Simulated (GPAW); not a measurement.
The system is FeO (Wuestite).

```
CELL_PARAMETERS angstrom
0.00000 2.15540 2.15540
2.15540 0.00000 2.15540
2.15540 2.15540 0.00000
ATOMIC_POSITIONS crystal
Fe 0.00000 0.00000 0.00000
O 0.50000 0.50000 0.50000
```

* Program: GPAW 26.7.0
* Task: relaxation of cell and atoms
* Functional: PBEsol
* Dispersion: D4
* Potentials or basis: PAW data sets generated in the run's folder for this functional
* Cutoff: 800 eV
* Basis: pw
* k mesh: 11 × 11 × 11
* Occupations: fermi-dirac, width 0.05 eV
* Spin: collinear spin, ferromagnetic start
* Starting moments: [3.0, 0.0] μB

At the start: pressure -9.5 GPa; volume 10.01 Å³/atom.

How do energy, volume and symmetry change on relaxing?

Over 6 steps the energy falls by 8.2 meV/atom and the volume is 9.83 Å³/atom (-1.9 %); space group Fm-3m (No. 225, to 0.05 Å); moment 4.00 μB per cell.

The path:
| step | energy change (eV) | largest force (eV/Å) | pressure (GPa) | volume (Å³) |
| --- | --- | --- | --- | --- |
| 1 | 0.0000 | 0.0000 | -9.53 | 20.03 |
| 2 | -0.0090 | 0.0000 | -7.93 | 19.85 |
| 3 | 0.0904 | 0.0000 | 29.53 | 19.53 |
| 4 | -0.0164 | 0.0000 | -2.82 | 19.66 |
| 5 | -0.0164 | 0.0000 | -1.94 | 19.66 |
| 6 | -0.0164 | 0.0000 | 0.07 | 19.65 |

Final structure:
```
Fe O
1.0
     0.00002    2.14186    2.14186
     2.14186    0.00002    2.14186
     2.14186    2.14186    0.00002
Fe O
1 1
Cartesian
  0.0000 0.0000 0.0000
  2.1419 2.1419 2.1419
```

Caveat: each step starts from the last one's moments, so a moment once lost doesn't come back; later steps reuse the first step's grids; a cell with one magnetic atom can't hold antiferromagnetic order, which such compounds often take; pairwise dispersion overbinds metals, which lowers pressure and volume.
